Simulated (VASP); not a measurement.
A run of VASP 6.6.1:

INCAR

```
PREC     = Accurate       # precision mode
ENCUT    = 600            # plane-wave cutoff, eV
EDIFF    = 1E-7           # SCF threshold, eV
ISMEAR   = 0              # smearing method
SIGMA    = 0.03           # smearing width, eV
LREAL    = F              # projectors in reciprocal space
LASPH    = T              # aspherical terms in the spheres
NELM     = 80             # most SCF steps
ALGO     = Fast           # electronic algorithm
ISIF     = 4              # what is computed and relaxed
LWAVE    = F              # write WAVECAR
LCHARG   = F              # write CHGCAR
GGA      = PE             # functional
IVDW     = 12             # dispersion correction
IBRION   = 2              # ionic algorithm
NSW      = 40             # ionic steps
EDIFFG   = -0.01          # ionic threshold
```

KPOINTS

```
regular mesh
0
Gamma
  9 9 5
```

The input POSCAR:

```
ZnO                                     
1.0
    3.2179445175      0.0000000000      0.0000000000
   -1.6089722588      2.7868217002     -0.0000000000
    0.0000000000      0.0000000000      5.1935002837
  Zn              O             
     2     2
Direct
     0.3333333332999970    0.6666666667000030    0.4999425256542325
     0.6666666667000030    0.3333333332999970    0.9999425256542326
     0.6666666667000030    0.3333333332999970    0.3790674743457684
     0.3333333332999970    0.6666666667000030    0.8790674743457684
```

Potentials or basis: VASP PAW PBE potentials, release 64 (Zn, O).

The run is started by

```bash
$ cat potpaw_PBE.64/Zn/POTCAR potpaw_PBE.64/O/POTCAR > POTCAR
$ mpirun -np 1 vasp_std > vasp.out
```

Hardware: 1 thread of Intel(R) Xeon(R) Platinum 8559C (Emerald Rapids), on a shared host.

Task: Estimate the wall time of this run.

Result: Run time: 60 s on 1 thread of Intel(R) Xeon(R) Platinum 8559C (Emerald Rapids) (shared host), peak memory 0.2 GiB. Counts: scf iterations 18, k points 36, ion steps 1.
